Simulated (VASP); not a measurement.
Write the native input for VASP 6.6.1 that does the following.

```yaml
Task: relaxation of cell and atoms
Functional: PBEsol
Potentials_or_basis: VASP PAW PBE potentials, release 64 (Be)
Cutoff: 600 eV
k_mesh: 14 × 14 × 14
Occupations: fermi-dirac, width 0.05 eV
Spin: no spin polarisation
Target_pressure: 5 GPa
Further_INCAR_settings: ALGO = Normal; EDIFF = 1e-06; IBRION = 2; EDIFFG = -0.01; NSW = 60; ISIF = 3
Target_pressure: 5 GPa
```

The structure of Be lies in POSCAR:

```
Be
1.0
    0.0000000000      1.5790500000      1.5790500000
    1.5790500000      0.0000000000      1.5790500000
    1.5790500000      1.5790500000      0.0000000000
Be
1
Direct
    0.0000000000      0.0000000000      0.0000000000
```

The cell was built by a generator and needn't be a form met in nature.

These files were run (other wordings do the same):

INCAR

```
SYSTEM = Be
PREC     = Accurate       ! precision mode
ENCUT    = 600            ! plane-wave cutoff, eV
EDIFF    = 1E-6           ! SCF threshold, eV
ISMEAR   = -1             ! smearing method
SIGMA    = 0.05           ! smearing width, eV
LREAL    = .FALSE.        ! projectors in reciprocal space
LASPH    = .TRUE.         ! aspherical terms in the spheres
NELM     = 60             ! most SCF steps
ALGO     = Normal         ! electronic algorithm
ISIF     = 3              ! what is computed and relaxed
LWAVE    = .FALSE.        ! write WAVECAR
LCHARG   = .FALSE.        ! write CHGCAR
GGA      = PS             ! functional
IBRION   = 2              ! ionic algorithm
NSW      = 60             ! ionic steps
EDIFFG   = -0.01          ! ionic threshold
PSTRESS  = 50
```

KPOINTS

```
Automatic mesh
0
G
  14 14 14
  0 0 0
```

Potentials or basis: VASP PAW PBE potentials, release 64 (Be).

Command:

```bash
$ cat potpaw_PBE.64/Be/POTCAR > POTCAR
$ mpirun -np 1 vasp_std > vasp.out
```

Results of the run:

```
Relaxed volume                                         : 7.52 Å³/atom
Relaxed cell                                           : a = 2.199 Å, b = 2.199 Å, c = 2.199 Å, α = 60.00°, β = 60.00°, γ = 60.00°
Space group after relaxing (to 0.05 Å)                 : Fm-3m (No. 225)
Energy change on relaxing (the enthalpy is what falls) : +4.2 meV/atom
Ionic steps                                            : 3
Pressure after relaxing                                : 5.0 GPa
Band gap on the k mesh                                 : none (metal or under the smearing width)
```

Caveat: the cell is relaxed towards a set pressure, so the enthalpy falls and the energy may rise; the PAW data sets were made with another functional, which shifts forces and pressure a little.

Run time: 3 s on 1 thread of Intel(R) Xeon(R) 6975P-C (Granite Rapids), on a shared host, peak memory 0.12 GiB.
